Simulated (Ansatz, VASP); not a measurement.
## Two plane-wave programs on Ga

Contents of INCAR:

```
  PREC = Accurate
  ENCUT = 520
  EDIFF = 1E-6
  ISMEAR = 0
  SIGMA = 0.05
  LREAL = False
  LASPH = True
  NELM = 100
  ALGO = Normal
  ISIF = 2
  LWAVE = False
  LCHARG = False
  GGA = PE
  NBANDS = 12
```

Contents of KPOINTS:

```
Automatic mesh
0
Gamma
  8 8 8
```

POSCAR

```
Ga
1.0
   -1.6954273234      1.6954273234      1.6954273234
    1.6954273234     -1.6954273234      1.6954273234
    1.6954273234      1.6954273234     -1.6954273234
Ga
1
Direct
    0.0000000000      0.0000000000      0.0000000000
```

Input for Ansatz:

```yaml
crystal:
  lattice:
    - [-1.6954273234, 1.6954273234, 1.6954273234]
    - [1.6954273234, -1.6954273234, 1.6954273234]
    - [1.6954273234, 1.6954273234, -1.6954273234]
  atoms:
    - { symbol: Ga, position: [0.0, 0.0, 0.0] }
basis:
  ecutwfc: 420
  ecutrho_ratio: 4
kpoints:
  mp_grid: { grid: [8, 8, 8] }
hamiltonian:
  xc: pbe
scf:
  occupations: { method: gaussian, width: 0.05 }
output:
  forces: true
  stress: true
  eigenvalues: true
```

Alike in both runs: task single point; functional PBE; k mesh 8 × 8 × 8; occupations gaussian, width 0.05 eV; no spin polarisation.

|  | VASP | Ansatz |
| --- | --- | --- |
| version | VASP 6.6.1 | Ansatz 0.2.0 |
| potentials or method | VASP PAW PBE potentials, release 64 (Ga_d) | scalar-relativistic, plane waves, PAW |
| plane-wave cutoff (eV) | 520 | 420 |
| valence electrons in the cell | 13 | 13 |

VASP gave:

| Item | Value |
| --- | --- |
| gap on the k mesh at the Fermi level (eV) | none |
| pressure (GPa) | -0.5 |

Question: Estimate Ansatz's values.

Answer: gap on the k mesh at the Fermi level (eV): none; pressure (GPa): -0.6.

A gap of «none» marks a metal or a gap that the smearing closes. The functional is the same, so the differences come from potentials, cutoffs and numerics.
